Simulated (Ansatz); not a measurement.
As:

```xyz
1
Lattice="2.7037 0.0000 0.0000 0.0000 2.7037 0.0000 0.0000 0.0000 2.7037" Properties=species:S:1:pos:R:3 pbc="T T T"
As    1.3518    1.3518    1.3518
```

This isn't the form of As at room conditions, which is rhombohedral.

```yaml
Program: Ansatz 0.2.0
Task: single point
Functional: PBE
Potentials_or_basis: all-electron LAPW, scalar-relativistic
Cutoff: 237 eV (chosen from the basis error)
Basis_error_allowed: 0.001 eV/atom
k_mesh: 10 × 10 × 10
Occupations: fermi-dirac, width 0.05 eV
Spin: no spin polarisation
```

On this cell: pressure 2.2 GPa; band gap on the k mesh none (metal or under the smearing width).

The same run follows on a disturbed copy (cell strained at random at fixed volume):

```
CELL_PARAMETERS angstrom
2.71004 -0.01738 -0.01186
-0.01738 2.72970 0.03326
-0.01186 0.03326 2.67219
ATOMIC_POSITIONS crystal
As 0.48435 0.50553 0.49638
```

**Question.** What changes?

**Answer.** The energy (extrapolated to zero smearing) moves by +4.1 meV/atom; pressure 2.2 GPa; band gap on the k mesh none (metal or under the smearing width).

Stress tensor (GPa, compression positive):
```
 1.81  0.29  0.43
 0.29  0.42 -0.86
 0.43 -0.86  4.44
```
